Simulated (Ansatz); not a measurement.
Na2S (Fm-3m): volume and gaps against pressure

```
CELL_PARAMETERS angstrom
3.25062 3.25062 0.00000
-3.25062 3.25062 0.00000
0.00000 3.25062 3.25062
ATOMIC_POSITIONS crystal
Na 0.25000 0.75000 0.50000
Na 0.75000 0.25000 0.50000
S 0.00000 0.00000 0.00000
```

This is the zero-pressure cell under PBEsol. Cell and atoms are relaxed by PAW (default files of Ansatz 0.2.0, cutoff 420 eV, stress met within about 0.05 GPa) at each pressure, in this structure whether or not another phase would take over; P is the pressure reached, less that of this cell. Levels come from PBEsol, all-electron LAPW in Ansatz 0.2.0, scalar-relativistic; k mesh 6×6×6, fixed occupations, basis error target 0.5 meV/atom. Conduction levels are in eV over the valence top (at Γ), at fixed fractional wave vectors. Zone-centre phonons come from finite displacements by PAW, without the LO-TO term.

```csv
P (GPa),V/V₀,Γ,X,L,T2g (cm⁻¹),T1u TO (cm⁻¹)
-2.00,1.0840,2.180,3.663,4.462,169.4,172.9
0.00,1.0000,2.428,3.705,4.783,188.7,204.9
2.04,0.9412,2.630,3.726,5.035,204.3,230.2
4.00,?,?,?,?,?,?
6.99,0.8473,3.012,3.740,5.494,234.1,276.7
10.00,0.8078,3.200,3.736,5.713,248.8,299.1
14.99,0.7572,3.469,3.721,6.018,269.9,330.8
```

Task: Fit the third-order Birch-Murnaghan equation to the rows shown.

Result: With f = [(V₀/V)^(2/3) − 1]/2, the normalised pressure F = P/[3f(1 + 2f)^(5/2)] is 29.2 GPa at f = -0.0262, 29.8 GPa at f = 0.0206, 30.3 GPa at f = 0.0584, 30.5 GPa at f = 0.0765, 30.9 GPa at f = 0.1019. The line F = B₀[1 + (3/2)(B′ − 4)f] gives B₀ = 29.5 GPa and B′ = 4.3.

Task: What are the volume deformation potentials and pressure coefficients of these levels at zero pressure?

Result: 

```csv
level,dE/dlnV (eV),dE/dP = −(dE/dlnV)/B₀ (meV/GPa),mean slope up to 2.0 GPa (meV/GPa)
Γ,-3.22,109.0,98.9
X,-0.42,14.2,10.3
L,-4.08,138.2,123.6
```

dE/dlnV is the slope of a cubic fit in ln V at V₀. The last column is read from two rows and shows how the slope bends with pressure.

Task: What mode Grüneisen parameters follow?

Result: γ = −d ln ω/d ln V at V₀ from a quadratic fit in ln V: T2g 1.33, T1u 1.99.

Task: Fill the row at 4.00 GPa.

Result: The fits give V/V₀ = 0.8981 and Γ = 2.795 eV. Computed: V/V₀ = 0.8981, Γ = 2.795, X = 3.736, L = 5.236, T2g (cm⁻¹) = 217.2, T1u TO (cm⁻¹) = 250.5.

Caveats: no other phase was computed; many crystals of this kind change structure within this range, and rows or crossings beyond such a change describe a metastable lattice; the frozen-core PAW files of the relaxations were fitted under PBE, their cores solved anew for this functional; semilocal gaps are low, and the spacing of valleys can be off by tenths of an eV; levels are read at fixed fractional k, so an edge that moves off these points is missed.
